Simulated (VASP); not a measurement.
# NiO (F-43m) in VASP: a series of runs

One crystal, NiO, is run at these levels: PBE, PBEsol, RPBE, revPBE; tasks: band structure.

Everything below comes from runs of VASP 6.6.1. Logs are shortened: lines on timing, memory, paths and dates and some standing lists are left out, and cuts for length are marked.

## Step 1: The crystal as given

It takes space group F-43m (No. 216, cubic). Conventional cell: a = 4.481 Å, b = 4.481 Å, c = 4.481 Å, α = 90.00°, β = 90.00°, γ = 90.00°. Around Ni (site symmetry -43m) lie 4 O at 1.94 Å. O (site symmetry -43m) has 4 Ni at 1.94 Å as nearest neighbours.

The cell was built by a generator and needn't be a form met in nature.

## Step 2: Band structure, PBE, collinear spin, ferromagnetic start

POSCAR

```
NiO
1.0
    0.0000000000      2.2406300000      2.2406300000
    2.2406300000      0.0000000000      2.2406300000
    2.2406300000      2.2406300000      0.0000000000
Ni O
1 1
Direct
    0.0000000000      0.0000000000      0.0000000000
    0.7500000000      0.7500000000      0.7500000000
```

INCAR.step1

```
PREC = Accurate
ENCUT = 520
EDIFF = 1E-6
ISMEAR = -1
SIGMA = 0.05
LREAL = False
LASPH = True
NELM = 120
ALGO = Normal
ISIF = 2
LWAVE = False
LCHARG = True
ISPIN = 2
MAGMOM = 1 0
LORBIT = 11
LMAXMIX = 4
GGA = PE
```

KPOINTS.step1

```
regular mesh
0
Gamma
  7 7 7
```

INCAR.step2

```
PREC = Accurate
ENCUT = 520
EDIFF = 1E-6
ISMEAR = 0
SIGMA = 0.05
LREAL = False
LASPH = True
NELM = 120
ALGO = Normal
ISIF = 2
LWAVE = False
LCHARG = False
ISPIN = 2
MAGMOM = 1 0
LORBIT = 11
LMAXMIX = 4
GGA = PE
ICHARG = 11
```

KPOINTS.step2

```
path GXWKGLUWLK,UX
15
line-mode
reciprocal
 0.0000000000  0.0000000000  0.0000000000  G
 0.5000000000  0.0000000000  0.5000000000  X

 0.5000000000  0.0000000000  0.5000000000  X
 0.5000000000  0.2500000000  0.7500000000  W

 0.5000000000  0.2500000000  0.7500000000  W
 0.3750000000  0.3750000000  0.7500000000  K

 0.3750000000  0.3750000000  0.7500000000  K
 0.0000000000  0.0000000000  0.0000000000  G

 0.0000000000  0.0000000000  0.0000000000  G
 0.5000000000  0.5000000000  0.5000000000  L

 0.5000000000  0.5000000000  0.5000000000  L
 0.6250000000  0.2500000000  0.6250000000  U

 0.6250000000  0.2500000000  0.6250000000  U
 0.5000000000  0.2500000000  0.7500000000  W

 0.5000000000  0.2500000000  0.7500000000  W
 0.5000000000  0.5000000000  0.5000000000  L

 0.5000000000  0.5000000000  0.5000000000  L
 0.3750000000  0.3750000000  0.7500000000  K

 0.6250000000  0.2500000000  0.6250000000  U
 0.5000000000  0.0000000000  0.5000000000  X
```

Potentials or basis: VASP PAW PBE potentials, release 64 (Ni, O).

On the command line:

```bash
$ cat potpaw_PBE.64/Ni/POTCAR potpaw_PBE.64/O/POTCAR > POTCAR
$ cp INCAR.step1 INCAR
$ cp KPOINTS.step1 KPOINTS
$ mpirun -np 1 vasp_std > vasp.out
$ cp INCAR.step2 INCAR
$ cp KPOINTS.step2 KPOINTS
$ mpirun -np 1 vasp_std > vasp.out
```

OUTCAR:

```text
PREC = Accurate
   ENCUT = 520
   EDIFF = 1E-6
   ISMEAR = 0
   LREAL = False
   LASPH = True
   NELM = 120
   ISIF = 2
   ISPIN = 2
   LORBIT = 11
   GGA = PE
   ICHARG = 11

 ion  position               nearest neighbor table
   1  0.000  0.000  0.000-   2 1.94   2 1.94   2 1.94   2 1.94
   2  0.750  0.750  0.750-   1 1.94   1 1.94   1 1.94   1 1.94

  LATTYP: Found a face centered cubic cell.
 ALAT       =     4.4812600000

  Lattice vectors:

 A1 = (   0.0000000000,   2.2406300000,   2.2406300000)
 A2 = (   2.2406300000,   0.0000000000,   2.2406300000)
 A3 = (   2.2406300000,   2.2406300000,   0.0000000000)

Analysis of symmetry for initial positions (statically):
=====================================================================
 Subroutine PRICEL returns:
 Original cell was already a primitive cell.

 Routine SETGRP: Setting up the symmetry group for a
 face centered cubic supercell.

 Subroutine GETGRP returns: Found 24 space group operations
 (whereof 24 operations were pure point group operations)
 out of a pool of 48 trial point group operations.

The static configuration has the point symmetry T_d .

Analysis of symmetry for dynamics (positions and initial velocities):
=====================================================================
 Subroutine PRICEL returns:
 Original cell was already a primitive cell.

 Routine SETGRP: Setting up the symmetry group for a
 face centered cubic supercell.

 Subroutine GETGRP returns: Found 24 space group operations
 (whereof 24 operations were pure point group operations)
 out of a pool of 48 trial point group operations.

The dynamic configuration has the point symmetry T_d .

Analysis of structural, dynamic, and magnetic symmetry:
=====================================================================
 Subroutine PRICEL returns:
 Original cell was already a primitive cell.

 Routine SETGRP: Setting up the symmetry group for a
 face centered cubic supercell.

 Subroutine GETGRP returns: Found 24 space group operations
 (whereof 24 operations were pure point group operations)
 out of a pool of 48 trial point group operations.

The overall configuration has the point symmetry T_d .

 Subroutine INISYM returns: Found 24 space group operations
 (whereof 24 operations are pure point group operations),
 and found     1 'primitive' translations

----------------------------------------------------------------------------------------

                                     Primitive cell

  volume of cell :      22.4978

  direct lattice vectors                    reciprocal lattice vectors
     0.000000000  2.240630000  2.240630000    -0.223151524  0.223151524  0.223151524
     2.240630000  0.000000000  2.240630000     0.223151524 -0.223151524  0.223151524
     2.240630000  2.240630000  0.000000000     0.223151524  0.223151524 -0.223151524

  length of vectors
     3.168729334  3.168729334  3.168729334     0.386509778  0.386509778  0.386509778

  position of ions in fractional coordinates (direct lattice)
     0.000000000  0.000000000  0.000000000
     0.750000000  0.750000000  0.750000000

  ion indices of the primitive-cell ions
   primitive index   ion index
                 1           1
                 2           2

----------------------------------------------------------------------------------------

 KPOINTS: path GXWKGLUWLK,UX

Interpolating k-points between supplied coordinates.

 Line segments in fractional coordinates (reciprocal lattice):
    0.000000  0.000000  0.000000  ...  0.500000  0.000000  0.500000
    0.500000  0.000000  0.500000  ...  0.500000  0.250000  0.750000
    0.500000  0.250000  0.750000  ...  0.375000  0.375000  0.750000
    0.375000  0.375000  0.750000  ...  0.000000  0.000000  0.000000
    0.000000  0.000000  0.000000  ...  0.500000  0.500000  0.500000
    0.500000  0.500000  0.500000  ...  0.625000  0.250000  0.625000
    0.625000  0.250000  0.625000  ...  0.500000  0.250000  0.750000
    0.500000  0.250000  0.750000  ...  0.500000  0.500000  0.500000
    0.500000  0.500000  0.500000  ...  0.375000  0.375000  0.750000
    0.625000  0.250000  0.625000  ...  0.500000  0.000000  0.500000

 Generated    15 points on each line segment, for a total of    150 k-points:

 Following reciprocal coordinates:
            Coordinates               Weight
  0.000000  0.000000  0.000000      0.006667
  0.035714  0.000000  0.035714      0.006667
  0.071429  0.000000  0.071429      0.006667
  0.107143  0.000000  0.107143      0.006667
  0.142857  0.000000  0.142857      0.006667
  0.178571  0.000000  0.178571      0.006667
[... 16 lines left out ...]
  0.500000  0.125000  0.625000      0.006667
  0.500000  0.142857  0.642857      0.006667
 [... further k-points ...]
   k-points           NKPTS =    150   k-points in BZ     NKDIM =    150   number of bands    NBANDS=     13
   number of dos      NEDOS =    301   number of ions     NIONS =      2
   total plane-waves  NPLWV =  13824
   dimension x,y,z NGX =    24 NGY =   24 NGZ =   24
   dimension x,y,z NGXF=    48 NGYF=   48 NGZF=   48
   ions per type =               1   1
   NGX,Y,Z   is equivalent  to a cutoff of  12.59, 12.59, 12.59 a.u.
   NGXF,Y,Z  is equivalent  to a cutoff of  25.18, 25.18, 25.18 a.u.
 SYSTEM =  unknown system
   PREC   = accura    normal or accurate (medium, high low for compatibility)
   ISTART =      0    job   : 0-new  1-cont  2-samecut
   ICHARG =     11    charge: 1-file 2-atom 10-const
   ISPIN  =      2    spin polarized calculation?
   LNONCOLLINEAR =      F non collinear calculations
   LSORBIT =      F    spin-orbit coupling
   LASPH  =      T    aspherical Exc in radial PAW
   ENCUT  =  520.0 eV  38.22 Ry    6.18 a.u.   5.89  5.89  5.89*2*pi/ulx,y,z
   NELM   =    120;   NELMIN=  2; NELMDL=  0     # of ELM steps
   EDIFF  = 0.1E-05   stopping-criterion for ELM
   LREAL  =      F    real-space projection
   EDIFFG = 0.1E-04   stopping-criterion for IOM
   NSW    =      0    number of steps for IOM
   IBRION =     -1    ionic relax: 0-MD 1-quasi-New 2-CG
   NFREE  =      0    steps in history (QN), initial steepest desc. (CG)
   ISIF   =      2    stress and relaxation
   ISYM   =      2    0-nonsym 1-usesym 2-fastsym
   POTIM  = 0.5000    time-step for ionic-motion
   TEBEG  =    0.0;   TEEND  =   0.0 temperature during run
   PSTRESS=    0.0 pullay stress
   NELECT =      16.0000    total number of electrons
   NUPDOWN=      -1.0000    fix difference up-down
   EMIN   =  10.00;   EMAX   =-10.00  energy-range for DOS
   EFERMI =   0.00;   METHOD = LEGACY
   ISMEAR =     0;   SIGMA  =   0.05  broadening in eV -4-tet -1-fermi 0-gaus
   EFERMI_NEDOS =   21; number of points for ismear=-14 and -15
   IALGO  =     38    algorithm
   IMIX   =      4    mixing-type and parameters
     AMIX     =   0.40;   BMIX     =  1.00
     AMIX_MAG =   1.60;   BMIX_MAG =  1.00
  volume/ion in A,a.u.               =      11.25        75.91
  Fermi-wavevector in a.u.,A,eV,Ry     =   1.461284  2.761427 29.053220  2.135351
  Thomas-Fermi vector in A             =   2.577634
   LORBIT       =     11    0 simple, 1 ext, 2 COOP (PROOUT), +10 PAW based schemes
   GGA     = PE    functional components
   LHFCALC =     F    Hartree Fock is set to
   AEXX    =    0.0000 exact exchange contribution
   IVDW    =     0    specifies the selected vdW correction
   LEPSILON=     F    determine dielectric tensor
   LRPA    =     F    only Hartree local field effects (RPA)
 spin polarized calculation
 Gauss-broadening in eV      SIGMA  =   0.05
  energy-cutoff  :      520.00
  volume of cell :       22.50
 maximum number of plane-waves:       620
 NGX is ok and might be reduce to    24

 number of electron      16.0000007 magnetization       1.8628424

 Free energy of the ion-electron system (eV)
  ---------------------------------------------------
  ext. energy  EPLUGINS =         0.00000000
  ---------------------------------------------------
  free energy    TOTEN  =       -11.85669570 eV

  energy without entropy =      -11.85182268  energy(sigma->0) =      -11.85425919

 E-fermi :   5.4934     XC(G=0): -11.2357

 val. band max:        5.4909054585   @ k =   0.5268   0.0536   0.5268
 cond. band min:       5.4955424886   @ k =   0.3929   0.3929   0.7143
 fundamental gap:      0.0046370301
 Fermi energy:         5.4934226507

 spin component 1

 k-point     1 :       0.0000    0.0000    0.0000
  band No.  band energies     occupation
      1     -14.3648      1.00000
      2      -0.3858      1.00000
      3      -0.3858      1.00000
      4      -0.3858      1.00000
      5       3.1836      1.00000
      6       3.1836      1.00000
      7       5.7735      0.00000
      8       5.7735      0.00000
      9       5.7735      0.00000
     10       6.0388      0.00000
     11      19.8764      0.00000
     12      19.8764      0.00000
     13      19.8764      0.00000

 k-point     2 :       0.0357    0.0000    0.0357
  band No.  band energies     occupation
      1     -14.3544      1.00000
      2      -0.4131      1.00000
      3      -0.3791      1.00000
      4      -0.3791      1.00000
      5       3.1732      1.00000
      6       3.1870      1.00000
      7       5.6493      0.00001
      8       5.7521      0.00000
      9       5.7521      0.00000
     10       6.2191      0.00000
     11      19.7685      0.00000
[... 339 lines left out ...]
 k-point    24 :       0.5000    0.1429    0.6429
  band No.  band energies     occupation
      1     -13.5141      1.00000
      2      -1.1256      1.00000
      3       0.1279      1.00000
      4       0.4437      1.00000
      5       2.5081      1.00000
      6       3.0298      1.00000
      7       3.5582      1.00000
      8       3.5755      1.00000
      9       4.4054      1.00000
     10      11.9163      0.00000
     11      15.5064      0.00000
     12      16.3346      0.00000
     13      18.3999      0.00000

 [... further k-points ...]

 spin component 2

 k-point     1 :       0.0000    0.0000    0.0000
  band No.  band energies     occupation
      1     -13.7890      1.00000
      2       0.5851      1.00000
      3       0.5851      1.00000
      4       0.5852      1.00000
      5       4.2272      1.00000
      6       4.2273      1.00000
      7       6.3273      0.00000
      8       7.3307      0.00000
      9       7.3307      0.00000
     10       7.3307      0.00000
     11      20.1288      0.00000
     12      20.1289      0.00000
     13      20.1289      0.00000

 k-point     2 :       0.0357    0.0000    0.0357
  band No.  band energies     occupation
      1     -13.7779      1.00000
      2       0.5460      1.00000
      3       0.5900      1.00000
      4       0.5901      1.00000
      5       4.2189      1.00000
      6       4.2310      1.00000
      7       6.3750      0.00000
      8       7.3103      0.00000
      9       7.3103      0.00000
     10       7.3459      0.00000
     11      20.0233      0.00000
[... 339 lines left out ...]
 k-point    24 :       0.5000    0.1429    0.6429
  band No.  band energies     occupation
      1     -12.8770      1.00000
      2      -0.5969      1.00000
      3       0.7631      1.00000
      4       1.1358      1.00000
      5       4.0053      1.00000
      6       4.4276      1.00000
      7       4.6452      1.00000
      8       5.3851      0.99891
      9       5.7856      0.00000
     10      12.3983      0.00000
     11      16.1262      0.00000
     12      16.6360      0.00000
     13      18.7361      0.00000

 [... further k-points ...]

------------------------ aborting loop because EDIFF is reached ----------------------------------------

  FORCE on cell =-STRESS in cart. coord.  units (eV):
  Direction    XX          YY          ZZ          XY          YZ          ZX
  --------------------------------------------------------------------------------------
  -------------------------------------------------------------------------------------
  Total       -1.8169666     -1.8169666     -1.8169666     -0.0000000      0.0000000     -0.0000000
  in kB     -129.3948803   -129.3948803   -129.3948803     -0.0000000      0.0000000     -0.0000000
  external PRESSURE =    -129.3948803 kB  Pullay stress =       0.0000000 kB

 VOLUME and BASIS-vectors are now :
 -----------------------------------------------------------------------------
  energy-cutoff  :      520.00
  volume of cell :       22.50
      direct lattice vectors                 reciprocal lattice vectors
     0.000000000  2.240630000  2.240630000    -0.223151524  0.223151524  0.223151524
     2.240630000  0.000000000  2.240630000     0.223151524 -0.223151524  0.223151524
     2.240630000  2.240630000  0.000000000     0.223151524  0.223151524 -0.223151524

 POSITION                                       TOTAL-FORCE (eV/Angst)
 -----------------------------------------------------------------------------------
      0.00000      0.00000      0.00000         0.000000      0.000000      0.000000
      3.36095      3.36095      3.36095        -0.000000     -0.000000     -0.000000
 -----------------------------------------------------------------------------------
    total drift:                               -0.000001     -0.000001     -0.000000

  FREE ENERGIE OF THE ION-ELECTRON SYSTEM (eV)
  ---------------------------------------------------
  free  energy   TOTEN  =       -11.8566956971 eV

  energy  without entropy=      -11.8518226805  energy(sigma->0) =      -11.85425919

 total charge

# of ion       s       p       d       tot
------------------------------------------
    1        0.381   0.505   8.248   9.134
    2        1.557   3.364   0.000   4.922
--------------------------------------------------
tot          1.938   3.870   8.248  14.056

 magnetization (x)

# of ion       s       p       d       tot
------------------------------------------
    1        0.000   0.027   1.173   1.200
    2        0.012   0.235   0.000   0.248
--------------------------------------------------
tot          0.013   0.262   1.173   1.448
```

Run time: 25 s. Hardware: 1 thread of Intel Xeon Platinum 8488C (Sapphire Rapids), shared host; peak memory 0.2 GiB.

Results:

```
Band gap along the path : none (metal or under the smearing width)
Net moment              : 1.86 μB per cell
```

Levels at the corners of the path, in eV from the Fermi level:
Spin up:
```tsv
point	band 6	band 7	band 8	band 9	band 10	band 11	band 12	band 13
Γ	-2.39	0.20	0.20	0.20	0.46	14.30	14.30	14.30
X	-2.12	-1.82	-1.82	-1.73	5.41	9.98	11.20	14.57
X	-2.12	-1.82	-1.82	-1.73	5.41	9.98	11.20	14.57
W	-2.73	-2.14	-2.00	-1.02	7.14	9.89	10.58	11.63
W	-2.73	-2.14	-2.00	-1.02	7.14	9.89	10.58	11.63
K	-2.39	-2.29	-1.48	-1.26	6.68	9.39	10.23	14.30
K	-2.39	-2.29	-1.48	-1.26	6.68	9.39	10.23	14.30
Γ	-2.39	0.20	0.20	0.20	0.46	14.30	14.30	14.30
Γ	-2.39	0.20	0.20	0.20	0.46	14.30	14.30	14.30
L	-2.33	-2.33	-0.63	-0.63	5.89	7.33	13.81	13.81
L	-2.33	-2.33	-0.63	-0.63	5.89	7.33	13.81	13.81
U	-2.39	-2.29	-1.48	-1.26	6.68	9.39	10.23	14.30
U	-2.39	-2.29	-1.48	-1.26	6.68	9.39	10.23	14.30
W	-2.73	-2.14	-2.00	-1.02	7.14	9.89	10.58	11.63
W	-2.73	-2.14	-2.00	-1.02	7.14	9.89	10.58	11.63
L	-2.33	-2.33	-0.63	-0.63	5.89	7.33	13.81	13.81
L	-2.33	-2.33	-0.63	-0.63	5.89	7.33	13.81	13.81
K	-2.39	-2.29	-1.48	-1.26	6.68	9.39	10.23	14.30
U	-2.39	-2.29	-1.48	-1.26	6.68	9.39	10.23	14.30
X	-2.12	-1.82	-1.82	-1.73	5.41	9.98	11.20	14.57
```
Spin down:
| point | band 5 | band 6 | band 7 | band 8 | band 9 | band 10 | band 11 | band 12 |
| --- | --- | --- | --- | --- | --- | --- | --- | --- |
| Γ | -1.35 | -1.35 | 0.75 | 1.75 | 1.75 | 1.75 | 14.55 | 14.55 |
| X | -1.53 | -1.04 | -0.74 | -0.10 | -0.10 | 5.88 | 10.60 | 11.45 |
| X | -1.53 | -1.04 | -0.74 | -0.10 | -0.10 | 5.88 | 10.60 | 11.45 |
| W | -1.60 | -1.25 | -0.95 | -0.24 | 0.33 | 7.65 | 10.51 | 10.90 |
| W | -1.60 | -1.25 | -0.95 | -0.24 | 0.33 | 7.65 | 10.51 | 10.90 |
| K | -1.64 | -1.15 | -0.76 | -0.10 | 0.25 | 7.15 | 9.87 | 10.66 |
| K | -1.64 | -1.15 | -0.76 | -0.10 | 0.25 | 7.15 | 9.87 | 10.66 |
| Γ | -1.35 | -1.35 | 0.75 | 1.75 | 1.75 | 1.75 | 14.55 | 14.55 |
| Γ | -1.35 | -1.35 | 0.75 | 1.75 | 1.75 | 1.75 | 14.55 | 14.55 |
| L | -1.15 | -1.15 | -0.75 | 0.85 | 0.85 | 6.19 | 7.81 | 14.13 |
| L | -1.15 | -1.15 | -0.75 | 0.85 | 0.85 | 6.19 | 7.81 | 14.13 |
| U | -1.64 | -1.15 | -0.76 | -0.10 | 0.25 | 7.15 | 9.87 | 10.66 |
| U | -1.64 | -1.15 | -0.76 | -0.10 | 0.25 | 7.15 | 9.87 | 10.66 |
| W | -1.60 | -1.25 | -0.95 | -0.24 | 0.33 | 7.65 | 10.51 | 10.90 |
| W | -1.60 | -1.25 | -0.95 | -0.24 | 0.33 | 7.65 | 10.51 | 10.90 |
| L | -1.15 | -1.15 | -0.75 | 0.85 | 0.85 | 6.19 | 7.81 | 14.13 |
| L | -1.15 | -1.15 | -0.75 | 0.85 | 0.85 | 6.19 | 7.81 | 14.13 |
| K | -1.64 | -1.15 | -0.76 | -0.10 | 0.25 | 7.15 | 9.87 | 10.66 |
| U | -1.64 | -1.15 | -0.76 | -0.10 | 0.25 | 7.15 | 9.87 | 10.66 |
| X | -1.53 | -1.04 | -0.74 | -0.10 | -0.10 | 5.88 | 10.60 | 11.45 |

Caveat: the log is that of the step along the path at fixed density, whose energy, stress, charges and moments have no meaning; a cell with one magnetic atom can't hold antiferromagnetic order, which such compounds often take; semilocal functionals often make such compounds metallic where correlation or magnetic order opens a gap, which also shifts bond lengths.

(Continued in part 2 of 2.)
